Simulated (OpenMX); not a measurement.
The system is HfC.

```
Hf C
1.0
     0.00000    2.32500    2.32500
     2.32500    0.00000    2.32500
     2.32500    2.32500    0.00000
Hf C
1 1
Direct
  0.50000 0.50000 0.50000
  0.00000 0.00000 0.00000
```

Base run:

| Property | Result |
| --- | --- |
| Program | OpenMX 3.8.5 |
| Functional | PBE |
| Potentials or basis | OpenMX 2013 PBE set, Hf7.0-s3p2d2, C6.0-s2p2, grid cutoff 400 Ry |
| k mesh | 11 × 11 × 11 |
| Occupations | fermi-dirac, width 0.05 eV |
| Spin | no spin polarisation |

Its results: pressure 0.7 GPa.

Q: The run is repeated on the same cell with these changes: potentials or basis from OpenMX 2013 PBE set, Hf7.0-s3p2d2, C6.0-s2p2, grid cutoff 400 Ry to OpenMX 2013 PBE set, Hf7.0-s3p2d2f1, C6.0-s2p2d1, grid cutoff 400 Ry. What comes out?

A: Pressure -0.4 GPa.

Caveats: the basis of atomic orbitals isn't converged, which shifts pressures, moduli and gaps.
